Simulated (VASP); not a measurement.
A run of VASP 6.6.1 is set up as follows.

The input INCAR:

```
PREC = Accurate ; ENCUT = 580
EDIFF = 1E-7 ; ISMEAR = 0
SIGMA = 0.1 ; LREAL = F
LASPH = T ; NELM = 60
ALGO = Fast ; ISIF = 3
LWAVE = F ; LCHARG = F
GGA = PS ; IBRION = 2
NSW = 90 ; EDIFFG = -0.005
```

KPOINTS

```
regular mesh
0
Gamma
  20 20 20
```

File POSCAR:

```
Rh
1.0
   -1.5110298100      1.5110298100      1.5110298100
    1.5110298100     -1.5110298100      1.5110298100
    1.5110298100      1.5110298100     -1.5110298100
Rh
1
Direct
    0.0000000000      0.0000000000      0.0000000000
```

Potentials or basis: VASP PAW PBE potentials, release 64 (Rh).

The run is started by

```sh
$ cat potpaw_PBE.64/Rh/POTCAR > POTCAR
$ mpirun -np 1 vasp_std > vasp.out
```

(1) Predict the space group after relaxing (to 0.05 Å).

(2) Predict the relaxed volume.

Answers

(1) Im-3m (No. 229).

(2) 13.83 Å³/atom.

Caveat: the PAW data sets were made with another functional, which shifts forces and pressure a little.
